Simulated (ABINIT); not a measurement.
HfC:

```
CELL_PARAMETERS angstrom
0.00000 2.32500 2.32500
2.32500 0.00000 2.32500
2.32500 2.32500 0.00000
ATOMIC_POSITIONS crystal
Hf 0.50000 0.50000 0.50000
C 0.00000 0.00000 0.00000
```

Base run:

```yaml
Program: ABINIT 10.8.3 (patched build)
Functional: LDA
Potentials_or_basis: PseudoDojo NC SR LDA v0.4 stringent
Cutoff: 1687 eV
k_mesh: 8 × 8 × 8
Occupations: fermi-dirac, width 0.05 eV
Spin: no spin polarisation
```

Its results: band gap on the k mesh none (metal or under the smearing width); pressure -13.0 GPa.

**Question.** The run is repeated on the same cell with these changes: functional from LDA to PBE; potentials or basis from PseudoDojo NC SR LDA v0.4 stringent to PseudoDojo NC SR PBE v0.5 stringent. What comes out?

**Answer.** Band gap on the k mesh none (metal or under the smearing width); pressure -1.0 GPa.

Not every run made on this cell is shown here.
